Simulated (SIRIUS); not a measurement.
Crystal: Ge.

```
Ge
1.0
     4.00068    0.00000    0.00000
     2.00034    3.46469    0.00000
     2.00034    1.15490    3.26654
Ge
2
Direct
  0.75000 0.75000 0.75000
  0.50000 0.50000 0.50000
```

```yaml
Program: SIRIUS 7.12.0
Task: relaxation of cell and atoms
Functional: PBE
Potentials_or_basis: PseudoDojo 0.4.1 PBE standard (scalar relativistic)
Cutoff: 1078 eV
Density_cutoff: 4311 eV
k_mesh: 4 × 4 × 4
Occupations: fermi-dirac, width 0.05 eV
Spin: no spin polarisation
```

At the start: pressure 4.4 GPa; volume 22.64 Å³/atom.

Q: How do energy, volume and symmetry change on relaxing?

A: Over 4 steps the energy falls by 24.0 meV/atom and the volume is 24.43 Å³/atom (+7.9 %); space group Fd-3m (No. 227, to 0.05 Å).

Step by step:
| step | energy change (eV) | largest force (eV/Å) | pressure (GPa) | volume (Å³) |
| --- | --- | --- | --- | --- |
| 1 | 0.0000 | 0.0000 | 4.40 | 45.28 |
| 2 | -0.0155 | 0.0000 | 3.71 | 45.89 |
| 3 | -0.0460 | 0.0000 | -0.83 | 49.60 |
| 4 | -0.0481 | 0.0000 | -0.04 | 48.85 |

Final structure:
```yaml
crystal:
  lattice:
    - [4.10331, 0.00000, 0.00000]
    - [2.05166, 3.55357, 0.00000]
    - [2.05166, 1.18452, 3.35034]
  atoms:
    - { symbol: Ge, position: [0.75000, 0.75000, 0.75000] }
    - { symbol: Ge, position: [0.50000, 0.50000, 0.50000] }
```

Caveat: the k mesh is coarse (spacing up to 0.48 Å⁻¹), so the values aren't converged.
